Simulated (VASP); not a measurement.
# Ir (Fm-3m) in VASP: relaxation of cell and atoms with PBE+D3(BJ)

Aim: the relaxation of cell and atoms of Ir with PBE+D3(BJ).

Everything below comes from runs of VASP 6.6.1. Logs are shortened: lines on timing, memory, paths and dates and some standing lists are left out, and cuts for length are marked.

### Step 1. The structure

It takes space group Fm-3m (No. 225, cubic). Conventional cell: a = 3.844 Å, b = 3.844 Å, c = 3.844 Å, α = 90.00°, β = 90.00°, γ = 90.00°. Ir (site symmetry m-3m) is surrounded by 12 Ir at 2.72 Å.

### Step 2. Relaxation of cell and atoms, PBE+D3(BJ)

Input file INCAR:

```
PREC = Accurate
ENCUT = 600
EDIFF = 1E-7
ISMEAR = 1
SIGMA = 0.1
LREAL = F
LASPH = T
NELM = 80
ALGO = Normal
ISIF = 3
LWAVE = F
LCHARG = F
GGA = PE
IVDW = 12
IBRION = 2
NSW = 90
EDIFFG = -0.005
```

Input file KPOINTS:

```
regular mesh
0
Gamma
  16 16 16
```

Input file POSCAR:

```
Ir                                      
1.0
    0.0000000000      1.9219607550      1.9219607550
    1.9219607550      0.0000000000      1.9219607550
    1.9219607550      1.9219607550      0.0000000000
  Ir            
     1
Direct
     0.0000000000000000    0.0000000000000000    0.0000000000000000
```

Potentials or basis: VASP PAW PBE potentials, release 64 (Ir).

Run with:

```sh
cat potpaw_PBE.64/Ir/POTCAR > POTCAR
mpirun -np 1 vasp_std > vasp.out
```

OUTCAR:

```text
PREC = Accurate
   ENCUT = 600
   EDIFF = 1E-7
   ISMEAR = 1
   LREAL = F
   LASPH = T
   NELM = 80
   ISIF = 3
   GGA = PE
   IVDW = 12
   IBRION = 2
   NSW = 90
   EDIFFG = -0.005
 IVDW          = 12

 ion  position               nearest neighbor table
   1  0.000  0.000  0.000-

  LATTYP: Found a face centered cubic cell.
 ALAT       =     3.8439215100

  Lattice vectors:

 A1 = (   0.0000000000,   1.9219607550,   1.9219607550)
 A2 = (   1.9219607550,   0.0000000000,   1.9219607550)
 A3 = (   1.9219607550,   1.9219607550,   0.0000000000)

Analysis of symmetry for initial positions (statically):
=====================================================================
 Subroutine PRICEL returns:
 Original cell was already a primitive cell.

 Routine SETGRP: Setting up the symmetry group for a
 face centered cubic supercell.

 Subroutine GETGRP returns: Found 48 space group operations
 (whereof 48 operations were pure point group operations)
 out of a pool of 48 trial point group operations.

The static configuration has the point symmetry O_h .

Analysis of symmetry for dynamics (positions and initial velocities):
=====================================================================
 Subroutine PRICEL returns:
 Original cell was already a primitive cell.

 Routine SETGRP: Setting up the symmetry group for a
 face centered cubic supercell.

 Subroutine GETGRP returns: Found 48 space group operations
 (whereof 48 operations were pure point group operations)
 out of a pool of 48 trial point group operations.

The dynamic configuration has the point symmetry O_h .

 Subroutine INISYM returns: Found 48 space group operations
 (whereof 48 operations are pure point group operations),
 and found     1 'primitive' translations

----------------------------------------------------------------------------------------

                                     Primitive cell

  volume of cell :      14.1992

  direct lattice vectors                    reciprocal lattice vectors
     0.000000000  1.921960755  1.921960755    -0.260150994  0.260150994  0.260150994
     1.921960755  0.000000000  1.921960755     0.260150994 -0.260150994  0.260150994
     1.921960755  1.921960755  0.000000000     0.260150994  0.260150994 -0.260150994

  length of vectors
     2.718062966  2.718062966  2.718062966     0.450594738  0.450594738  0.450594738

  position of ions in fractional coordinates (direct lattice)
     0.000000000  0.000000000  0.000000000

  ion indices of the primitive-cell ions
   primitive index   ion index
                 1           1

----------------------------------------------------------------------------------------

 KPOINTS: regular mesh

Automatic generation of k-mesh.
 Grid dimensions read from file:
 generate k-points for:   16   16   16

 Generating k-lattice:

  Cartesian coordinates                     Fractional coordinates (reciprocal lattice)
    -0.016259437  0.016259437  0.016259437     0.062500000  0.000000000  0.000000000
     0.016259437 -0.016259437  0.016259437     0.000000000  0.062500000  0.000000000
     0.016259437  0.016259437 -0.016259437     0.000000000  0.000000000  0.062500000

  Length of vectors
     0.028162171  0.028162171  0.028162171

  Shift w.r.t. Gamma in fractional coordinates (k-lattice)
     0.000000000  0.000000000  0.000000000

 Subroutine IBZKPT returns following result:
 ===========================================

 Found    145 irreducible k-points:

 Following reciprocal coordinates:
            Coordinates               Weight
  0.000000  0.000000  0.000000      1.000000
  0.062500  0.000000  0.000000      8.000000
  0.125000  0.000000  0.000000      8.000000
  0.187500  0.000000  0.000000      8.000000
  0.250000  0.000000  0.000000      8.000000
  0.312500  0.000000  0.000000      8.000000
[... 16 lines left out ...]
 -0.125000  0.062500  0.000000     24.000000
 -0.062500  0.062500  0.000000     12.000000
 [... further k-points ...]
   k-points           NKPTS =    145   k-points in BZ     NKDIM =    145   number of bands    NBANDS=      8
   number of dos      NEDOS =    301   number of ions     NIONS =      1
   total plane-waves  NPLWV =  13824
   dimension x,y,z NGX =    24 NGY =   24 NGZ =   24
   dimension x,y,z NGXF=    48 NGYF=   48 NGZF=   48
   ions per type =               1
   NGX,Y,Z   is equivalent  to a cutoff of  14.68, 14.68, 14.68 a.u.
   NGXF,Y,Z  is equivalent  to a cutoff of  29.36, 29.36, 29.36 a.u.
 SYSTEM =  unknown system
   PREC   = accura    normal or accurate (medium, high low for compatibility)
   ISTART =      0    job   : 0-new  1-cont  2-samecut
   ICHARG =      2    charge: 1-file 2-atom 10-const
   ISPIN  =      1    spin polarized calculation?
   LNONCOLLINEAR =      F non collinear calculations
   LSORBIT =      F    spin-orbit coupling
   LASPH  =      T    aspherical Exc in radial PAW
   ENCUT  =  600.0 eV  44.10 Ry    6.64 a.u.   5.43  5.43  5.43*2*pi/ulx,y,z
   NELM   =     80;   NELMIN=  2; NELMDL= -5     # of ELM steps
   EDIFF  = 0.1E-06   stopping-criterion for ELM
   LREAL  =      F    real-space projection
   EDIFFG = -.5E-02   stopping-criterion for IOM
   NSW    =     90    number of steps for IOM
   IBRION =      2    ionic relax: 0-MD 1-quasi-New 2-CG
   NFREE  =      1    steps in history (QN), initial steepest desc. (CG)
   ISIF   =      3    stress and relaxation
   ISYM   =      2    0-nonsym 1-usesym 2-fastsym
   POTIM  = 0.5000    time-step for ionic-motion
   TEBEG  =    0.0;   TEEND  =   0.0 temperature during run
   PSTRESS=    0.0 pullay stress
   NELECT =       9.0000    total number of electrons
   NUPDOWN=      -1.0000    fix difference up-down
   EMIN   =  10.00;   EMAX   =-10.00  energy-range for DOS
   EFERMI =   0.00;   METHOD = LEGACY
   ISMEAR =     1;   SIGMA  =   0.10  broadening in eV -4-tet -1-fermi 0-gaus
   EFERMI_NEDOS =   21; number of points for ismear=-14 and -15
   IALGO  =     38    algorithm
   IMIX   =      4    mixing-type and parameters
     AMIX     =   0.40;   BMIX     =  1.00
     AMIX_MAG =   1.60;   BMIX_MAG =  1.00
  volume/ion in A,a.u.               =      14.20        95.82
  Fermi-wavevector in a.u.,A,eV,Ry     =   1.406267  2.657460 26.906707  1.977587
  Thomas-Fermi vector in A             =   2.528645
   LORBIT       =      0    0 simple, 1 ext, 2 COOP (PROOUT), +10 PAW based schemes
   GGA     = PE    functional components
   LHFCALC =     F    Hartree Fock is set to
   AEXX    =    0.0000 exact exchange contribution
   IVDW    =    12    specifies the selected vdW correction
   LEPSILON=     F    determine dielectric tensor
   LRPA    =     F    only Hartree local field effects (RPA)
 conjugate gradient relaxation of ions
 non-spin polarized calculation
 Methfessel and Paxton  Order N= 1 SIGMA  =   0.10
  energy-cutoff  :      600.00
  volume of cell :       14.20
 maximum number of plane-waves:       495
 NGX is ok and might be reduce to    24
   NGX = 11   NGY = 11   NGZ = 11

 number of electron       9.0000000 magnetization

 Free energy of the ion-electron system (eV)
  ---------------------------------------------------
  ext. energy  EPLUGINS =         0.00000000
  ---------------------------------------------------
  free energy    TOTEN  =        -8.83254160 eV

  energy without entropy =       -8.83222855  energy(sigma->0) =       -8.83243725

 E-fermi :  10.3389     XC(G=0): -13.9648

 val. band max:       10.3333738712   @ k =   0.3125   0.2500   0.0625
 cond. band min:      10.3415032607   @ k =   0.3750   0.0625   0.0000
 fundamental gap:      0.0081293895
 Fermi energy:        10.3389363397

 k-point     1 :       0.0000    0.0000    0.0000
  band No.  band energies     occupation
      1      -0.7376      2.00000
      2       6.4837      2.00000
      3       6.4837      2.00000
      4       6.4837      2.00000
      5       9.1585      2.00000
      6       9.1585      2.00000
      7      24.6736      0.00000
      8      30.2395      0.00000

 k-point     2 :       0.0625    0.0000    0.0000
  band No.  band energies     occupation
      1      -0.5645      2.00000
      2       6.3915      2.00000
      3       6.5588      2.00000
      4       6.5588      2.00000
      5       9.1103      2.00000
      6       9.1103      2.00000
      7      24.9724      0.00000
      8      29.3305      0.00000

 k-point     3 :       0.1250    0.0000    0.0000
  band No.  band energies     occupation
      1      -0.0681      2.00000
      2       6.1654      2.00000
      3       6.7466      2.00000
      4       6.7466      2.00000
      5       9.0168      2.00000
      6       9.0168      2.00000
      7      25.7690      0.00000
      8      27.6528      0.00000

 k-point     4 :       0.1875    0.0000    0.0000
  band No.  band energies     occupation
      1       0.6699      2.00000
      2       5.9481      2.00000
      3       6.9211      2.00000
      4       6.9211      2.00000
      5       9.0343      2.00000
      6       9.0343      2.00000
      7      25.8306      0.00000
      8      26.8095      0.00000

 k-point     5 :       0.2500    0.0000    0.0000
  band No.  band energies     occupation
      1       1.4655      2.00000
      2       5.9746      2.00000
      3       6.9245      2.00000
      4       6.9245      2.00000
      5       9.3403      2.00000
      6       9.3403      2.00000
      7      24.1172      0.00000
      8      27.0949      0.00000
[... 177 lines left out ...]
 k-point    22 :      -0.1875    0.0625    0.0000
  band No.  band energies     occupation
      1       1.0858      2.00000
      2       5.7821      2.00000
      3       6.9744      2.00000
      4       7.0578      2.00000
      5       8.6705      2.00000
      6       9.5439      2.00000
      7      25.4078      0.00000
      8      27.2204      0.00000

 k-point    23 :      -0.1250    0.0625    0.0000
  band No.  band energies     occupation
      1       0.3026      2.00000
      2       5.9679      2.00000
      3       6.8850      2.00000
      4       6.9059      2.00000
      5       8.6878      2.00000
      6       9.2719      2.00000
      7      26.3272      0.00000
      8      27.0835      0.00000

 k-point    24 :      -0.0625    0.0625    0.0000
  band No.  band energies     occupation
      1      -0.2825      2.00000
      2       6.2248      2.00000
      3       6.6633      2.00000
      4       6.7155      2.00000
      5       8.9031      2.00000
      6       9.1846      2.00000
      7      25.4453      0.00000
      8      28.5107      0.00000

 [... further k-points ...]

------------------------ aborting loop because EDIFF is reached ----------------------------------------

 Edisp (eV)   -0.73230

 E8    (eV) :    -0.3415

  FORCE on cell =-STRESS in cart. coord.  units (eV):
  Direction    XX          YY          ZZ          XY          YZ          ZX
  --------------------------------------------------------------------------------------
  -------------------------------------------------------------------------------------
  Total      -0.00386    -0.00386    -0.00386     0.00000     0.00000     0.00000
  in kB      -0.43588    -0.43588    -0.43588     0.00000     0.00000     0.00000
  external pressure =       -0.44 kB  Pullay stress =        0.00 kB

 VOLUME and BASIS-vectors are now :
 -----------------------------------------------------------------------------
  energy-cutoff  :      600.00
  volume of cell :       14.20
      direct lattice vectors                 reciprocal lattice vectors
     0.000000000  1.921960755  1.921960755    -0.260150994  0.260150994  0.260150994
     1.921960755  0.000000000  1.921960755     0.260150994 -0.260150994  0.260150994
     1.921960755  1.921960755  0.000000000     0.260150994  0.260150994 -0.260150994

 POSITION                                       TOTAL-FORCE (eV/Angst)
 -----------------------------------------------------------------------------------
      0.00000      0.00000      0.00000        -0.000000     -0.000000     -0.000000
 -----------------------------------------------------------------------------------
    total drift:                               -0.000000      0.000000     -0.000000

  FREE ENERGIE OF THE ION-ELECTRON SYSTEM (eV)
  ---------------------------------------------------
  free  energy   TOTEN  =        -9.5648417473 eV

  energy  without entropy=       -9.5645286995  energy(sigma->0) =       -9.56473740

 reached required accuracy - stopping structural energy minimisation
```

Run time: 9.8 s. Hardware: 1 thread of Intel Xeon Platinum 8488C (Sapphire Rapids), shared host; peak memory 0.16 GiB.

Results:

```yaml
Free_energy: -9.5648 eV
Pressure_after_relaxing: 0.0 GPa
Band_gap_on_the_k_mesh: none (metal or under the smearing width)
Dispersion_energy_per_atom: -0.732 eV
```

Final structure:
```cif
data_structure
_symmetry_space_group_name_H-M 'P 1'
_symmetry_Int_Tables_number 1
_cell_length_a 2.7181
_cell_length_b 2.7181
_cell_length_c 2.7181
_cell_angle_alpha 60.000
_cell_angle_beta 60.000
_cell_angle_gamma 60.000
_cell_volume 14.20
loop_
_atom_site_label
_atom_site_type_symbol
_atom_site_fract_x
_atom_site_fract_y
_atom_site_fract_z
_atom_site_occupancy
Ir1 Ir 0.00000 0.00000 0.00000 1
```

Levels at points of the mesh, in eV from the Fermi level:
| k point | band 2 | band 3 | band 4 | band 5 | band 6 | band 7 |
| --- | --- | --- | --- | --- | --- | --- |
| (0.00, 0.00, 0.00) | -3.86 | -3.86 | -3.86 | -1.18 | -1.18 | 14.33 |
| (0.50, 0.00, 0.00) | -3.96 | -3.96 | -0.75 | 0.90 | 0.90 | 7.24 |
| (0.50, 0.50, 0.00) | -7.29 | 0.87 | 1.48 | 1.48 | 1.70 | 10.47 |

Caveat: the relaxation stopped at its first step, so nothing moved; pairwise dispersion overbinds metals, which lowers pressure and volume. Spin-orbit coupling is left out, which matters for the levels of Ir.
